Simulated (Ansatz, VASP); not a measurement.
## HfN: VASP beside Ansatz

```
CELL_PARAMETERS angstrom
3.19047 0.00000 0.00000
1.59523 2.76302 0.00000
1.59523 0.92101 2.60500
ATOMIC_POSITIONS crystal
Hf 0.00000 0.00000 0.00000
N 0.50000 0.50000 0.50000
```

Alike in both runs: task relaxation of cell and atoms; functional r2SCAN; k mesh 11 × 11 × 11; no spin polarisation.

|  | VASP | Ansatz |
| --- | --- | --- |
| version | VASP 6.6.1 | Ansatz 0.2.0 |
| potentials or method | VASP PAW PBE potentials, release 64 (Hf_pv, N) | plane waves, PAW |
| plane-wave cutoff (eV) | 600 | 500 |
| occupations | methfessel-paxton of order 1, width 0.1 eV | cold |
| valence electrons in the cell | 15 | 31 |

VASP gave:

| Quantity | Value |
| --- | --- |
| relaxed volume (Å³/atom) | 11.48 |
| relaxed cell length with the largest relative difference (Å) | 3.190 |

**Question.** Which values does Ansatz return?

**Answer.** Relaxed volume (Å³/atom): 11.59; relaxed cell length with the largest relative difference (Å): 3.200.

The two sets of potentials don't hold the same shells in valence.

Caveats: the relaxation stopped at its first step, so nothing moved; the PAW data sets were made with another functional, which shifts forces and pressure a little (VASP). Spin-orbit coupling is left out, which matters for the levels of Hf.
